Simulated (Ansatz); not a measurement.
Theory: DFT PBE, scalar-relativistic, plane waves, PAW (Ansatz 0.2.0). All cells share a 420 eV cutoff and Γ-centred k meshes spaced at most about 0.3 Å⁻¹ (about 0.25 or finer for metals, 2π included). No spin polarisation in the final relaxations.

These are static total energies at zero pressure.

Compare these two cells of TiAl, each relaxed at this level.

A.

```
CELL_PARAMETERS angstrom
2.80225 0.00000 0.00000
-1.40112 2.42682 0.00000
0.00000 0.00000 5.35497
ATOMIC_POSITIONS crystal
Ti 0.00000 0.00000 0.00000
Al 0.00000 0.00000 0.50000
```

B.

```
CELL_PARAMETERS angstrom
2.82320 0.00000 0.00000
0.00000 2.82320 0.00000
0.00000 0.00000 4.07344
ATOMIC_POSITIONS crystal
Ti 0.00000 0.00000 0.00000
Al 0.50000 0.50000 0.50000
```

Problem. Which form is favoured at zero pressure, and by what margin per atom?

Solution. B is lower, by 0.80 eV/atom. A has space group P6/mmm (No. 191), 18.2 Å³/atom and no gap on its mesh; B has the CuAu (L1_0) type, space group P4/mmm (No. 123), 16.2 Å³/atom and no gap. Counting all near atoms (those within 1.25 times the shortest distance at each site), A has Ti 8, Al 8 and B has Ti 12, Al 12. The denser one is the lower, and pressure would at first widen the difference. In A, Ti is surrounded by 2 Al at 2.68 Å and 6 Ti at 2.80 Å; around Al lie 2 Ti at 2.68 Å and 6 Al at 2.80 Å. In B, Ti is surrounded by 4 Ti at 2.82 Å and 8 Al at 2.85 Å; Al is surrounded by 4 Al at 2.82 Å and 8 Ti at 2.85 Å. Origin: A was invented; B is a cell as deposited in COD, relaxed.

With atoms moved at random, P4/mmm came back. Other cells relaxed within their symmetry can be saddle points.
